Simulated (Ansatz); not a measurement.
# TiC: the cost of one run

Computed with Ansatz 0.2.0 (DFT PBE, scalar-relativistic, plane waves, PAW, unless a step's input says otherwise).

The COD entry's cell or inner coordinates are ideal or old and differ from later refinements, so a difference from it is no clean test against experiment.

1 further run of the same task is left out (set aside as unsound or not needed).

### 1 The starting structure

Symmetry: Fm-3m, No. 225, cubic system. Conventional cell: a = 4.333 Å, b = 4.333 Å, c = 4.333 Å, α = 90.00°, β = 90.00°, γ = 90.00°. Around Ti (site symmetry m-3m) lie 6 C at 2.17 Å. Around C (site symmetry m-3m) lie 6 Ti at 2.17 Å.

Structure file:

```xyz
2
Lattice="0.0000 2.1664 2.1664 2.1664 0.0000 2.1664 2.1664 2.1664 0.0000" Properties=species:S:1:pos:R:3 pbc="T T T"
Ti    0.0000    0.0000    0.0000
C     2.1664    2.1664    2.1664
```

It is the result of an earlier relaxation at this level (volume 10.17 Å³/atom; gap on the mesh: none (metal)).

### 2 Static run: bands, density of states and charges

Contents of input.yaml:

```yaml
crystal:
  lattice:
    - [0.0, 2.1664107368, 2.1664107368]
    - [2.1664107368, 0.0, 2.1664107368]
    - [2.1664107368, 2.1664107368, 0.0]
  atoms:
    - { symbol: Ti, position: [0.0, 0.0, 0.0] }
    - { symbol: C, position: [0.5, 0.5, 0.5] }
basis:
  ecutwfc: 420
kpoints:
  mp_grid: { grid: [16, 16, 16] }
  band_path:
    path:
      - [[0.0, 0.0, 0.0], [0.5, 0.0, 0.5], [0.625, 0.25, 0.625]]
      - [[0.375, 0.375, 0.75], [0.0, 0.0, 0.0], [0.5, 0.5, 0.5], [0.5, 0.25, 0.75], [0.5, 0.0, 0.5]]
    npoints: 14
hamiltonian:
  xc: pbe
scf:
  occupations: { method: gaussian, width: 0.1 }
  n_extra_bands: 6
output:
  forces: true
  stress: true
  eigenvalues: true
  populations: true
  dos: { projected: true, de: 0.02, nscf_kmesh: { grid: [24, 24, 24] } }
  bader: true
  write_density: true
  write_potential: true
  elf: true
  volumetric_format: npy
```

Launch:

```bash
> ansatz run input.yaml --threads 1 --pin off --max-ram 2560MiB --backend cpu --events-out ev --progress --plain --runs-dir out
```

What time and memory should one allow on 1 thread of AMD EPYC 7R43 (Zen 3), shared host?

About 29 s, with a peak of 0.39 GiB.
